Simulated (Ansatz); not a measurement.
# Random displacements in Pt

Method: DFT PBE, scalar-relativistic, plane waves, PAW in Ansatz. Cutoff 420 eV, Γ-centred 10×10×10 k-points, Gaussian smearing of 0.15 eV. Spin–orbit coupling is left out, which can shift energies with elements as heavy as these. No spin polarisation. Energies are free energies at this smearing, counted from the undisturbed cell; pressure is positive in compression.

Zero of the scan (as given, not relaxed at this level):

```
Pt
1.0
     3.91580    0.00000    3.91580
     3.91580    3.91580    0.00000
     0.00000    3.91580    3.91580
Pt
8
Direct
  0.00000 0.00000 0.00000
  0.00000 0.50000 0.00000
  0.50000 0.00000 0.00000
  0.50000 0.50000 0.00000
  0.00000 0.00000 0.50000
  0.00000 0.50000 0.50000
  0.50000 0.00000 0.50000
  0.50000 0.50000 0.50000
```

The atoms are displaced (Å, in the unstrained cell):

| atom | ux | uy | uz |
| --- | --- | --- | --- |
| Pt1 | -0.073 | -0.418 | -0.205 |
| Pt2 | 0.096 | 0.044 | 0.001 |
| Pt3 | -0.434 | 0.083 | -0.013 |
| Pt4 | 0.341 | 0.157 | 0.450 |
| Pt5 | -0.528 | -0.146 | -0.072 |
| Pt6 | 0.462 | 0.108 | 0.096 |
| Pt7 | -0.080 | 0.126 | -0.003 |
| Pt8 | 0.216 | 0.046 | -0.253 |

The cell is not strained.

Problem. What are the energy change, the stress and the forces?

Solution. ΔE = 1921.3 meV/atom; stress (xx, yy, zz, yz, xz, xy; compression positive) (81.49, 102.24, 68.44, 0.16, -1.68, 28.76) GPa.
| atom | Fx (eV/Å) | Fy | Fz |
| --- | --- | --- | --- |
| Pt1 | 1.35 | 6.09 | -0.59 |
| Pt2 | 0.11 | -2.88 | 8.56 |
| Pt3 | 11.27 | 5.99 | -9.89 |
| Pt4 | -7.76 | -12.46 | -6.93 |
| Pt5 | 14.64 | 20.88 | -4.67 |
| Pt6 | -16.61 | -20.52 | -2.01 |
| Pt7 | 1.07 | -1.49 | -2.21 |
| Pt8 | -4.08 | 4.40 | 17.74 |

Cost: 1 run of about 7.5 core-minutes, on Arm Neoverse V2 (shared hosts).